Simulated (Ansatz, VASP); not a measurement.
HfH3: VASP beside Ansatz

```xyz
4
Lattice="3.0846 0.0000 0.0000 0.0000 3.0846 0.0000 0.0000 0.0000 3.0846" Properties=species:S:1:pos:R:3 pbc="T T T"
Hf    0.0000    0.0000    0.0000
H     0.0000    1.5423    1.5423
H     1.5423    0.0000    1.5423
H     1.5423    1.5423    0.0000
```

The cell comes from a database or a generator and needn't be the stable form of this composition.

Alike in both runs: task single point; functional LDA; k mesh 5 × 5 × 5; occupations fermi-dirac, width 0.1 eV; no spin polarisation.

```csv
,VASP,Ansatz
version,VASP 6.6.1,Ansatz 0.2.0
potentials or method,"VASP PAW LDA potentials, release 64 (Hf_pv, H)","plane waves, PAW"
plane-wave cutoff (eV),520,420
valence electrons in the cell,13,29
```

Ansatz gave:

- pressure (GPa): -5.7

Problem. Estimate VASP's values.

Solution. Pressure (GPa): -6.0.

The two sets of potentials don't hold the same shells in valence.

Caveats: the k mesh is coarse (spacing up to 0.41 Å⁻¹), so the values aren't converged. Spin-orbit coupling is left out, which matters for the levels of Hf.
